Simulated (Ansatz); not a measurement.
# Cu3N: the cell at several levels of theory

One table from this session's results is given with a row withheld; the runs are named, their logs left out.

The COD entry's cell or inner coordinates are ideal or old and differ from later refinements, so a difference from it is no clean test against experiment.

Code: Ansatz 0.2.0. PAW datasets, plane waves, zero pressure. No spin polarisation and no zero-point or thermal motion.

### Starting point

It is cubic, Pm-3m (No. 221); a = 3.807 Å in the conventional setting, 13.79 Å³ an atom. Cu has 2 N at 1.90 Å; N has 6 Cu at 1.90 Å.

The structure in full:

```
Cu N
1.0
     3.80700    0.00000    0.00000
     0.00000    3.80700    0.00000
     0.00000    0.00000    3.80700
Cu N
3 1
Direct
  0.50000 0.00000 0.00000
  0.00000 0.50000 0.00000
  0.00000 0.00000 0.50000
  0.00000 0.00000 0.00000
```

Set-up of the first run:

File input.yaml:

```yaml
crystal:
  lattice:
    - [3.807, 0.0, 0.0]
    - [0.0, 3.807, 0.0]
    - [0.0, 0.0, 3.807]
  atoms:
    - { symbol: Cu, position: [0.5, 0.0, 0.0] }
    - { symbol: Cu, position: [0.0, 0.5, 0.0] }
    - { symbol: Cu, position: [0.0, 0.0, 0.5] }
    - { symbol: "N", position: [0.0, 0.0, 0.0] }
kpoints:
  mp_grid: { grid: [6, 6, 6] }
hamiltonian:
  xc: pbe
scf:
  occupations: { method: fermi_dirac, width: 0.02 }
relax:
  f_tol: 0.005
  cell: {}
```

Launch:

```console
$ ansatz run input.yaml --threads 4 --pin off --max-ram 7372MiB --backend cpu --events-out ev --progress --plain --runs-dir out
```

Among the steps run: PBE: cell and atoms; Relaxing with r2SCAN; PBEsol: cell and atoms; Relaxation with LDA; HSE06: cell and atoms.

One of the session's tables, all rows but one given; the rest of the session is left out.

```
 level  a (Å)  volume (Å³/atom)
   PBE      ?                 ?
r2SCAN  3.789            13.603
PBEsol  3.766            13.357
   LDA  3.721            12.885
 HSE06  3.823            13.971
```

Q: Estimate the row for PBE from the others.

The run gave: a (Å): 3.829; volume (Å³/atom): 14.033. In the column «a (Å)» it is the highest.

In words: From the start to the first minimum the volume moved by +1.7 %. LDA gives the smallest cell and PBE the largest; they differ by 8.9 % in volume, a mean of 2.9 % in length. The meshes differ: PBE 6×6×6, r2SCAN 6×6×6, PBEsol 6×6×6, LDA 6×6×6, HSE06 4×4×4.
